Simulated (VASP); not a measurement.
**GW on BaS: a test of the settings**

Aim: test the GW correction to the gap of BaS. The starting structure is a measured crystal structure from the Crystallography Open Database. Cell and atoms stay as given.

Method: GW on LDA orbitals, with plane waves and PAW data sets made for GW, in VASP 6.6.1.

**1. The starting structure**

The structure is cubic, space group Fm-3m (No. 225). Conventional cell: a = 6.388 Å, b = 6.388 Å, c = 6.388 Å, α = 90.00°, β = 90.00°, γ = 90.00°. Nearest to Ba lie 6 S at 3.19 Å. Nearest to S lie 6 Ba at 3.19 Å. Farther neighbours and most contacts between anions are not listed.

Coordinates:

```xyz
2
Lattice="0.0000 3.1938 3.1938 3.1938 0.0000 3.1938 3.1938 3.1938 0.0000" Properties=species:S:1:pos:R:3 pbc="T T T"
Ba    0.0000    0.0000    0.0000
S     3.1938    3.1938    3.1938
```

**2. G0W0 (response cutoff 100 eV, 3×3×3 mesh)**

It reads the orbitals and their derivatives (WAVECAR and WAVEDER) of a run with the empty bands, which follows a ground-state run; neither is shown.

File INCAR:

```
SYSTEM = BaS
PREC = Accurate
ENCUT = 300
ISMEAR = 0
SIGMA = 0.01
LREAL = .FALSE.
GGA = CA
NBANDS = 148
ALGO = EVGW0
NELMGW = 1
ENCUTGW = 100
NOMEGA = 40
PRECFOCK = Fast
NBANDSGW = 16
LWAVE = .FALSE.
LCHARG = .FALSE.
```

File POSCAR:

```
BaS
1.0
    0.0000000000      3.1937500000      3.1937500000
    3.1937500000      0.0000000000      3.1937500000
    3.1937500000      3.1937500000      0.0000000000
Ba S
1 1
Direct
    0.0000000000      0.0000000000      0.0000000000
    0.5000000000      0.5000000000      0.5000000000
```

File KPOINTS:

```
Automatic mesh
0
Gamma
3 3 3
0 0 0
```

The projector-augmented-wave data sets are Ba_sv_GW and S_GW (LDA family, release 64).

Run with:

```sh
$ mpirun -np 4 vasp_std
```

What it wrote:

```text
[banner, memory and clock lines left out]
running    4 mpi-ranks, on    1 nodes
 distrk:  each k-point on    4 cores,    1 groups
 distr:  one band on    1 cores,    4 groups

 POSCAR found type information on POSCAR BaS
 POSCAR found :  2 types and       2 ions
|                                                                             |
|           W    W    AA    RRRRR   N    N  II  N    N   GGGG   !!!           |
|           W    W   A  A   R    R  NN   N  II  NN   N  G    G  !!!           |
|           W    W  A    A  R    R  N N  N  II  N N  N  G       !!!           |
|           W WW W  AAAAAA  RRRRR   N  N N  II  N  N N  G  GGG   !            |
|           WW  WW  A    A  R   R   N   NN  II  N   NN  G    G                |
|           W    W  A    A  R    R  N    N  II  N    N   GGGG   !!!           |
|                                                                             |
|     The default for ENCUTGWSOFT is different in this version of VASP.       |
|     please manually set ENCUTGWSOFT =100 in the INCAR file.                 |
|                                                                             |

 LDA part: xc-table for (Slater(with rela. corr.)+CA(PZ))
 , standard interpolation
 found WAVECAR, reading the header
 POSCAR, INCAR and KPOINTS ok, starting setup
 FFT: planning ... GRIDC
 FFT: planning ... GRID_SOFT
 FFT: planning ... GRID
 reading WAVECAR
 the WAVECAR file was read successfully
 initial charge from wavefunction
 available memory per node:    137.56 GB, setting MAXMEM to    140857

 The Fermi energy was updated, please check that it is located mid-gap
 values below the HOMO (VB) or above the LUMO (CB) will cause erroneous energies
 E-fermi :   3.9416

 calculate exact exchange contribution
 the WAVEDER file was read successfully
energies w=
    0.000    0.000    0.994    0.000    1.981    0.000    2.958    0.000
    3.919    0.000    4.861    0.000    5.783    0.000    6.685    0.000
    7.567    0.000    8.431    0.000    9.279    0.000   10.116    0.000
   10.945    0.000   11.769    0.000   12.594    0.000   13.425    0.000
   14.268    0.000   15.128    0.000   16.013    0.000   16.930    0.000
   17.888    0.000   18.899    0.000   19.975    0.000   21.131    0.000
   22.386    0.000   23.765    0.000   25.296    0.000   27.020    0.000
   28.990    0.000   31.274    0.000   33.971    0.000   37.222    0.000
   41.233    0.000   46.323    0.000   53.010    0.000   62.192    0.000
   75.578    0.000   96.860    0.000  135.777    0.000  229.072    0.000
 responsefunction array rank=     172
 LDA part: xc-table for (Slater(with rela. corr.)+CA(PZ))
 , standard interpolation

 min. memory requirement per mpi rank     91.2 MB, per node    364.8 MB

 allocating  10 responsefunctions rank=   172
 shmem allocating  40 responsefunctions rank=   172
 response function shared by NCSHMEM nodes    1
 Doing           10  frequencies on each core in blocks of           40
NQ=   1    0.0000    0.0000    0.0000,
|.........|.........|.........|.........|.........|.........|.........|.........
 performed         79000 updates of chi_q(r,r)
 total number of BLAS operations         18.15 Gflops
NQ=   2    0.3333    0.0000    0.0000,
|.........|.........|.........|.........|.........|.........|.........|.........
 performed        248000 updates of chi_q(r,r)
 total number of BLAS operations         49.87 Gflops
NQ=   3    0.3333    0.3333    0.0000,
|.........|.........|.........|.........|.........|.........|.........|.........
 performed        398000 updates of chi_q(r,r)
 total number of BLAS operations         78.05 Gflops
NQ=   4   -0.3333    0.3333    0.0000,
|.........|.........|.........|.........|.........|.........|.........|.........
 performed        576000 updates of chi_q(r,r)
 total number of BLAS operations        106.91 Gflops
 resolving degeneracies of screened two electron integrals

 calculate QP shifts <psi_nk| G(iteration)W_0 |psi_nk>: iteration 1
 entering main loop
```

Elapsed: 12 s, on 4 MPI ranks of Intel Xeon Platinum 8259CL at 2.50GHz (Skylake/Cascade Lake), shared host; peak memory 0.6 GiB; 44 s of CPU time.

Lines that name or quote the potential files are left out of all logs, and their timing lines are given in words.

Parts of OUTCAR (step 2):

```text
ion  position               nearest neighbor table
   1  0.000  0.000  0.000-
   2  0.500  0.500  0.500-

  LATTYP: Found a face centered cubic cell.
 ALAT       =     6.3875000000

 Subroutine GETGRP returns: Found 48 space group operations
 (whereof 48 operations were pure point group operations)

The static configuration has the point symmetry O_h .

 Found      4 irreducible k-points:

   k-points           NKPTS =      4   k-points in BZ     NKDIM =     27   number of bands    NBANDS=    148

   dimension x,y,z NGX =    28 NGY =   28 NGZ =   28
   dimension x,y,z NGXF=    56 NGYF=   56 NGZF=   56

   ENCUT  =  300.0 eV  22.05 Ry    4.70 a.u.   6.38  6.38  6.38*2*pi/ulx,y,z

   NELECT =      16.0000    total number of electrons

  energy-cutoff  :      300.00
  volume of cell :       65.15
      direct lattice vectors                 reciprocal lattice vectors
     0.000000000  3.193750000  3.193750000    -0.156555773  0.156555773  0.156555773
     3.193750000  0.000000000  3.193750000     0.156555773 -0.156555773  0.156555773
     3.193750000  3.193750000  0.000000000     0.156555773  0.156555773 -0.156555773

 k-points in reciprocal lattice and weights: Automatic mesh
   0.00000000  0.00000000  0.00000000       0.037
   0.33333333  0.00000000  0.00000000       0.296
   0.33333333  0.33333333  0.00000000       0.222
  -0.33333333  0.33333333  0.00000000       0.444

 E-fermi :   3.9416

 QP shifts <psi_nk| G(iteration)W_0 |psi_nk>: iteration 1
 for sc-GW calculations column KS-energies equals QP-energies in previous step
 and V_xc(KS)=  KS-energies - (<T + V_ion + V_H > + <T+V_H+V_ion>^1  + <V_x>^1)
 k-point   1 :       0.0000    0.0000    0.0000
  band No.  KS-energies  QP-energies   sigma(KS)   V_xc(KS)     V^pw_x(r,r')   Z            occupation Imag(sigma)
    ...
      5      -7.4425      -8.0640     -14.2746     -13.3475     -20.9570       0.6704       2.0000       1.2052
      6       2.7971       2.1424     -13.6115     -12.7321     -15.6866       0.7445       2.0000       0.1642
      7       2.7971       2.1424     -13.6115     -12.7321     -15.6866       0.7445       2.0000       0.1642
      8       2.7971       2.1424     -13.6115     -12.7321     -15.6866       0.7445       2.0000       0.1642
      9       6.1789       6.8678      -7.7300      -8.6031      -4.0038       0.7891       0.0000      -0.1556
     10       6.5727       7.3995      -8.1461      -9.1969      -4.2585       0.7869       0.0000      -0.1700
     11       6.5727       7.3995      -8.1461      -9.1969      -4.2585       0.7869       0.0000      -0.1700
     12       6.5727       7.3995      -8.1461      -9.1969      -4.2585       0.7869       0.0000      -0.1700
    ...

 k-point   2 :       0.3333    0.0000    0.0000
  band No.  KS-energies  QP-energies   sigma(KS)   V_xc(KS)     V^pw_x(r,r')   Z            occupation Imag(sigma)
    ...
      5      -6.3911      -7.1097     -15.3017     -14.2934     -20.5446       0.7128       2.0000       0.8023
      6       1.2178       0.4965     -12.0549     -11.0760     -14.2748       0.7369       2.0000       0.2082
      7       1.9618       1.2697     -12.9771     -12.0392     -15.1573       0.7379       2.0000       0.1845
      8       1.9618       1.2697     -12.9771     -12.0392     -15.1573       0.7379       2.0000       0.1845
      9       7.0479       7.8290      -7.9607      -8.9622      -4.0485       0.7798       0.0000      -0.1805
     10       8.0197       8.9763      -8.5259      -9.7642      -4.3092       0.7725       0.0000      -0.2049
     11       8.0197       8.9763      -8.5259      -9.7642      -4.3092       0.7725       0.0000      -0.2049
     12       8.6747       9.4142      -8.9711      -9.9351      -4.9772       0.7672       0.0000      -0.2168
    ...

 k-point   3 :       0.3333    0.3333    0.0000
  band No.  KS-energies  QP-energies   sigma(KS)   V_xc(KS)     V^pw_x(r,r')   Z            occupation Imag(sigma)
    ...
      5      -6.9620      -7.6529     -14.8427     -13.8498     -20.6972       0.6959       2.0000       0.9742
      6       1.7044       0.9759     -12.8200     -11.8336     -15.0924       0.7386       2.0000       0.1936
      7       2.6496       1.9787     -13.4967     -12.5964     -15.5853       0.7453       2.0000       0.1654
      8       2.6496       1.9787     -13.4967     -12.5964     -15.5853       0.7453       2.0000       0.1654
      9       5.0861       5.7510      -7.5606      -8.4022      -3.9509       0.7900       0.0000      -0.1522
     10       7.8565       8.7130      -8.4288      -9.5250      -4.4233       0.7813       0.0000      -0.1789
     11       8.3564       9.3990      -9.5025     -10.8388      -5.5130       0.7802       0.0000      -0.1705
     12       9.3768      10.5019      -9.0495     -10.5287      -4.5133       0.7606       0.0000      -0.2561
    ...

 k-point   4 :      -0.3333    0.3333    0.0000
  band No.  KS-energies  QP-energies   sigma(KS)   V_xc(KS)     V^pw_x(r,r')   Z            occupation Imag(sigma)
    ...
      5      -6.6384      -7.3470     -15.1176     -14.1142     -20.6109       0.7063       2.0000       0.8709
      6       1.5382       0.8208     -12.4762     -11.5033     -14.6926       0.7374       2.0000       0.1968
      7       2.0262       1.3284     -13.1284     -12.1848     -15.3319       0.7395       2.0000       0.1836
      8       2.3059       1.6078     -13.1056     -12.1699     -15.2107       0.7461       2.0000       0.1688
      9       6.6736       7.4445      -8.2246      -9.2100      -4.3903       0.7823       0.0000      -0.1733
     10       7.9835       8.8769      -8.6270      -9.7873      -4.5122       0.7700       0.0000      -0.2089
     11       8.9025       9.9871      -8.6023     -10.0149      -4.1348       0.7679       0.0000      -0.2372
     12       9.0831      10.1640      -9.3048     -10.6993      -5.0765       0.7751       0.0000      -0.1976
    ...
```

G0W0 (response cutoff 100 eV, 3×3×3 mesh): the quasiparticle gap on this mesh is 3.609 eV, +1.320 eV from the LDA gap on the same points, with 148 bands.

**3. G0W0 (response cutoff 160 eV, 3×3×3 mesh)**

It reads the orbitals and their derivatives (WAVECAR and WAVEDER) of a run with the empty bands, which follows a ground-state run; neither is shown.

Edit INCAR of step 2 so:

```diff
@@ -7,6 +7,6 @@
 GGA = CA
-NBANDS = 148
+NBANDS = 300
 ALGO = EVGW0
 NELMGW = 1
-ENCUTGW = 100
+ENCUTGW = 160
 NOMEGA = 40
```

POSCAR is that of step 2.

KPOINTS is that of step 2.

Run with:

```sh
$ mpirun -np 4 vasp_std
```

What it wrote:

```text
[banner, memory and clock lines left out]
running    4 mpi-ranks, on    1 nodes
[...]
|                                                                             |
|           W    W    AA    RRRRR   N    N  II  N    N   GGGG   !!!           |
|           W    W   A  A   R    R  NN   N  II  NN   N  G    G  !!!           |
|           W    W  A    A  R    R  N N  N  II  N N  N  G       !!!           |
|           W WW W  AAAAAA  RRRRR   N  N N  II  N  N N  G  GGG   !            |
|           WW  WW  A    A  R   R   N   NN  II  N   NN  G    G                |
|           W    W  A    A  R    R  N    N  II  N    N   GGGG   !!!           |
|                                                                             |
|     The default for ENCUTGWSOFT is different in this version of VASP.       |
|     please manually set ENCUTGWSOFT =160 in the INCAR file.                 |
|                                                                             |

 LDA part: xc-table for (Slater(with rela. corr.)+CA(PZ))
[...]
min. memory requirement per mpi rank    162.6 MB, per node    650.3 MB

 allocating  10 responsefunctions rank=   312
 shmem allocating  40 responsefunctions rank=   312
 response function shared by NCSHMEM nodes    1
 Doing           10  frequencies on each core in blocks of           40
NQ=   1    0.0000    0.0000    0.0000,
|.........|.........|.........|.........|.........|.........|.........|.........
 performed        164000 updates of chi_q(r,r)
 total number of BLAS operations        124.06 Gflops
NQ=   2    0.3333    0.0000    0.0000,
|.........|.........|.........|.........|.........|.........|.........|.........
 performed        510000 updates of chi_q(r,r)
 total number of BLAS operations        377.21 Gflops
NQ=   3    0.3333    0.3333    0.0000,
|.........|.........|.........|.........|.........|.........|.........|.........
 performed        818000 updates of chi_q(r,r)
 total number of BLAS operations        614.41 Gflops
NQ=   4   -0.3333    0.3333    0.0000,
|.........|.........|.........|.........|.........|.........|.........|.........
 performed       1184000 updates of chi_q(r,r)
 total number of BLAS operations        850.67 Gflops
 resolving degeneracies of screened two electron integrals

 calculate QP shifts <psi_nk| G(iteration)W_0 |psi_nk>: iteration 1
 entering main loop
[key lines of the parts left out:]
E-fermi :   3.9416
```

Run time: 25 s. Hardware: 4 MPI ranks; peak memory 0.93 GiB.

From OUTCAR (step 3):

```text
 QP shifts <psi_nk| G(iteration)W_0 |psi_nk>: iteration 1
 for sc-GW calculations column KS-energies equals QP-energies in previous step
 and V_xc(KS)=  KS-energies - (<T + V_ion + V_H > + <T+V_H+V_ion>^1  + <V_x>^1)
 k-point   1 :       0.0000    0.0000    0.0000
  band No.  KS-energies  QP-energies   sigma(KS)   V_xc(KS)     V^pw_x(r,r')   Z            occupation Imag(sigma)
    ...
      5      -7.4425      -8.2815     -14.6012     -13.3475     -20.9570       0.6692       2.0000       1.1974
      6       2.7971       1.9372     -13.8900     -12.7321     -15.6866       0.7426       2.0000       0.1660
      7       2.7971       1.9372     -13.8900     -12.7321     -15.6866       0.7426       2.0000       0.1660
      8       2.7971       1.9372     -13.8900     -12.7321     -15.6866       0.7426       2.0000       0.1660
      9       6.1789       6.7818      -7.8383      -8.6031      -4.0038       0.7883       0.0000      -0.1518
     10       6.5727       7.2980      -8.2742      -9.1969      -4.2585       0.7862       0.0000      -0.1655
     11       6.5727       7.2980      -8.2742      -9.1969      -4.2585       0.7862       0.0000      -0.1655
     12       6.5727       7.2980      -8.2742      -9.1969      -4.2585       0.7862       0.0000      -0.1655
    ...

[... 1 part as in an earlier step ...]

[... 2 further parts left out ...]
[key lines of the parts left out:]
E-fermi :   3.9416
```

G0W0 (response cutoff 160 eV, 3×3×3 mesh): the quasiparticle gap on this mesh is 3.736 eV, +1.447 eV from the LDA gap on the same points, with 300 bands.

**4. G0W0 (response cutoff 240 eV, 3×3×3 mesh)**

It reads the orbitals and their derivatives (WAVECAR and WAVEDER) of a run with the empty bands, which follows a ground-state run; neither is shown.

Edit INCAR of step 3 so:

```diff
@@ -7,6 +7,6 @@
 GGA = CA
-NBANDS = 300
+NBANDS = 552
 ALGO = EVGW0
 NELMGW = 1
-ENCUTGW = 160
+ENCUTGW = 240
 NOMEGA = 40
```

POSCAR is that of step 3.

KPOINTS is that of step 3.

Run with:

```sh
$ mpirun -np 4 vasp_std
```

What it wrote:

```text
[banner, memory and clock lines left out]
running    4 mpi-ranks, on    1 nodes
[...]
|                                                                             |
|           W    W    AA    RRRRR   N    N  II  N    N   GGGG   !!!           |
|           W    W   A  A   R    R  NN   N  II  NN   N  G    G  !!!           |
|           W    W  A    A  R    R  N N  N  II  N N  N  G       !!!           |
|           W WW W  AAAAAA  RRRRR   N  N N  II  N  N N  G  GGG   !            |
|           WW  WW  A    A  R   R   N   NN  II  N   NN  G    G                |
|           W    W  A    A  R    R  N    N  II  N    N   GGGG   !!!           |
|                                                                             |
|     The default for ENCUTGWSOFT is different in this version of VASP.       |
|     please manually set ENCUTGWSOFT =240 in the INCAR file.                 |
|                                                                             |

 LDA part: xc-table for (Slater(with rela. corr.)+CA(PZ))
[...]
min. memory requirement per mpi rank    357.1 MB, per node   1428.6 MB

 allocating  10 responsefunctions rank=   556
 shmem allocating  40 responsefunctions rank=   556
 response function shared by NCSHMEM nodes    1
 Doing           10  frequencies on each core in blocks of           40
NQ=   1    0.0000    0.0000    0.0000,
|.........|.........|.........|.........|.........|.........|.........|.........
 performed        305000 updates of chi_q(r,r)
 total number of BLAS operations        705.15 Gflops
NQ=   2    0.3333    0.0000    0.0000,
|.........|.........|.........|.........|.........|.........|.........|.........
 performed        946000 updates of chi_q(r,r)
 total number of BLAS operations       2285.39 Gflops
NQ=   3    0.3333    0.3333    0.0000,
|.........|.........|.........|.........|.........|.........|.........|.........
 performed       1516000 updates of chi_q(r,r)
 total number of BLAS operations       3696.60 Gflops
NQ=   4   -0.3333    0.3333    0.0000,
|.........|.........|.........|.........|.........|.........|.........|.........
 performed       2192000 updates of chi_q(r,r)
 total number of BLAS operations       5298.46 Gflops
 resolving degeneracies of screened two electron integrals

 calculate QP shifts <psi_nk| G(iteration)W_0 |psi_nk>: iteration 1
 entering main loop
[key lines of the parts left out:]
E-fermi :   3.9416
```

Wall time 72 s (4 MPI ranks); peak memory 1.8 GiB.

Parts of OUTCAR (step 4):

```text
 QP shifts <psi_nk| G(iteration)W_0 |psi_nk>: iteration 1
 for sc-GW calculations column KS-energies equals QP-energies in previous step
 and V_xc(KS)=  KS-energies - (<T + V_ion + V_H > + <T+V_H+V_ion>^1  + <V_x>^1)
 k-point   1 :       0.0000    0.0000    0.0000
  band No.  KS-energies  QP-energies   sigma(KS)   V_xc(KS)     V^pw_x(r,r')   Z            occupation Imag(sigma)
    ...
      5      -7.4425      -8.3909     -14.7647     -13.3475     -20.9570       0.6692       2.0000       1.1620
      6       2.7971       1.8313     -14.0333     -12.7321     -15.6866       0.7422       2.0000       0.1354
      7       2.7971       1.8313     -14.0333     -12.7321     -15.6866       0.7422       2.0000       0.1354
      8       2.7971       1.8313     -14.0333     -12.7321     -15.6866       0.7422       2.0000       0.1354
      9       6.1789       6.7325      -7.9005      -8.6031      -4.0038       0.7881       0.0000      -0.1711
     10       6.5727       7.2520      -8.3325      -9.1969      -4.2585       0.7859       0.0000      -0.1846
     11       6.5727       7.2520      -8.3325      -9.1969      -4.2585       0.7859       0.0000      -0.1846
     12       6.5727       7.2520      -8.3325      -9.1969      -4.2585       0.7859       0.0000      -0.1846
    ...

[... 1 part as in an earlier step ...]

[... 2 further parts left out ...]
[key lines of the parts left out:]
E-fermi :   3.9416
```

G0W0 (response cutoff 240 eV, 3×3×3 mesh): the quasiparticle gap on this mesh is 3.808 eV, +1.519 eV from the LDA gap on the same points, with 552 bands.

(Part 1 of 2 ends here.)

[Lines on the potential files, build, host, timing and source positions are cut from VASP's logs without a mark.]

[Logs are printed without paths, hosts, clocks, repeated set-up lines and the standing remarks that a program may print on its own settings, such as how far it seeks lower states.]

[Hosts, paths, dates, database ids (printed as entryN), source tags and the programs' standing remarks are cut or masked in the printed files.]
